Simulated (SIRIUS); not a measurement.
A run of SIRIUS 7.10.0 is set up as follows.

The input sirius.json:

```json
{
  "control": {
    "processing_unit": "cpu",
    "verbosity": 2,
    "num_bands_to_print": 15,
    "print_forces": true,
    "print_stress": true
  },
  "parameters": {
    "electronic_structure_method": "pseudopotential",
    "xc_functionals": ["XC_GGA_X_PBE", "XC_GGA_C_PBE"],
    "gk_cutoff": 9.1,
    "pw_cutoff": 18.2,
    "ngridk": [9, 9, 6],
    "shiftk": [0, 0, 0],
    "smearing": "fermi_dirac",
    "smearing_width": 0.0018374661,
    "num_bands": 15,
    "num_mag_dims": 0,
    "num_dft_iter": 100,
    "energy_tol": 1e-08,
    "density_tol": 1e-06
  },
  "iterative_solver": {
    "type": "davidson",
    "min_tolerance": 1e-09,
    "tolerance_scale": [0.1, 0.25]
  },
  "mixer": {
    "type": "anderson",
    "beta": 0.7,
    "max_history": 8
  },
  "settings": {
    "tol_ne": 1e-10,
    "pseudo_grid_cutoff": 6.5
  },
  "unit_cell": {
    "lattice_vectors": [
      [0.0, -4.108264594936, -4.108264594936],
      [0.0, 4.108264594936, -4.108264594936],
      [8.216529189873, 0.0, 0.0]
    ],
    "atom_coordinate_units": "lattice",
    "atom_types": ["Si", "C"],
    "atom_files": {
      "C": "C.json",
      "Si": "Si.json"
    },
    "atoms": {
      "Si": [
        [0.49856063, 0.49837897, 0.49805896],
        [0.001893, 0.01271898, 0.00600943]
      ],
      "C": [
        [0.00275471, 0.49395432, 0.25048688],
        [0.49679165, 0.99494773, 0.74544473]
      ]
    }
  }
}
```

Potentials or basis: PseudoDojo 0.4.1 PBE standard (scalar relativistic).

Run with:

```bash
$ upf_to_json C.upf
$ upf_to_json Si.upf
$ OMP_NUM_THREADS=1 sirius.scf --input=sirius.json --output=out.json --task=0
```

(1) Predict the band gap on the k mesh.

(2) Estimate the largest force.

(3) Estimate the pressure.

Results:

(1) 1.23 eV.

(2) 1.719 eV/Å.

(3) 5.2 GPa.

Caveat: an odd mesh through Γ misses points on the zone boundary, where band edges often lie; forces of over 1 eV/Å show positions far from the minimum, so gaps and moduli don't describe the material at rest.
